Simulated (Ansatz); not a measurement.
PbS, space group Aem2, a calculation of the elastic constants

Program: the Ansatz DFT code, driven from Python.

The cells in order, each with its output:

```python
from dataclasses import replace

import ansatz
import numpy as np

lattice = ansatz.Lattice.of(
    (11.29827708, 0.0, 0.0),
    (0.0, 3.00437503, 3.00618079),
    (0.0, -3.00437503, 3.00618079),
)
sites = [
    ("Pb", (0.6245814, 0.25663803, 0.75663803)),
    ("Pb", (0.3754186, 0.75663803, 0.25663803)),
    ("S", (0.61367525, 0.76436197, 0.26436197)),
    ("S", (0.38632475, 0.26436197, 0.76436197)),
]
xtal = ansatz.Crystal(lattice=lattice)
for symbol, position in sites:
    xtal = xtal.atom(symbol, position)
```

```python
model = xtal.calculation().functional("PBEsol").occupations("cold", width=0.02).kpoints(2, 5, 5)
# first bring the cell to zero stress
rest = model.relax(cell=True).run(threads=1, pin="off").lattice
relaxed = ansatz.Crystal(lattice=ansatz.Lattice.of(rest.cell_ang))
for site in rest.sites:
    relaxed = relaxed.atom(site.symbol, site.position_frac)
model = replace(model, crystal=relaxed)
print("relaxed volume {:.3f} A^3".format(abs(np.linalg.det(rest.cell_ang))))
done = model.elastic(ansatz.ElasticMode.CLAMPED_ION, amplitude=0.01).run(threads=1, pin="off")
elastic = done.elastic
```

    DeckWarning: basis.ecutwfc = 420 eV, auto-derived from the records' recommended cutoffs: set by Pb (normal level)
    relaxed volume 196.332 A^3

```python
print("C_ij (GPa), Voigt order xx yy zz yz xz xy")
for row in elastic.c_gpa:
    print(" ".join(f"{value:8.1f}" for value in row))
print("smallest eigenvalue of C:", round(elastic.stability.min_eigenvalue_gpa, 1), "GPa; stable:", elastic.stability.stable)
# averaged moduli need a positive definite tensor
if elastic.stability.min_eigenvalue_gpa > 0:
    m = elastic.moduli
    anisotropy = 5 * m.g_voigt_gpa / m.g_reuss_gpa + m.k_voigt_gpa / m.k_reuss_gpa - 6
    print(f"Voigt K {m.k_voigt_gpa:.1f} G {m.g_voigt_gpa:.1f}; Reuss K {m.k_reuss_gpa:.1f} G {m.g_reuss_gpa:.1f}; universal anisotropy index {anisotropy:.3f}")
```

    C_ij (GPa), Voigt order xx yy zz yz xz xy
        55.5     10.6     10.6      0.0      0.0      0.0
        10.6     76.5      8.1      0.0      0.0      0.0
        10.6      8.1     76.3      0.0      0.0      0.0
         0.0      0.0      0.0     11.0      0.0      0.0
         0.0      0.0      0.0      0.0      7.5      0.0
         0.0      0.0      0.0      0.0      0.0      7.5
    smallest eigenvalue of C: 7.5 GPa; stable: None
    Voigt K 29.7 G 17.1; Reuss K 29.2 G 11.7; universal anisotropy index 2.338

Notes:
- The cell holds layers, chains or clusters in vacuum, no bulk phase; its stress is averaged over the vacuum too and scales with the cell's height.
- The structure is layered, and without a dispersion term the spacing of the layers is poorly determined.
- Points of the mesh across the vacuum add cost only.
- Spin-orbit coupling, which matters for elements this heavy, is left out.
- These are clamped-ion constants: where atoms have free coordinates under strain, the relaxed-ion ones can be far smaller or negative, so this tensor doesn't settle whether the crystal is stable.
- This cell is a computed structure, which may not be the phase found in nature.
- Warnings are shown shortened and without file and line.
- The constants belong to the cell that was strained; where it wasn't relaxed first it may be under stress.
- Timing: 4.5 min on 1 thread of Arm Neoverse V1, on a shared host, peak memory 0.52 GiB.

(A comment or docstring line of the script was reworded after the run, the code is as it ran; lines on the test bed's own set-up are left out of the output.)
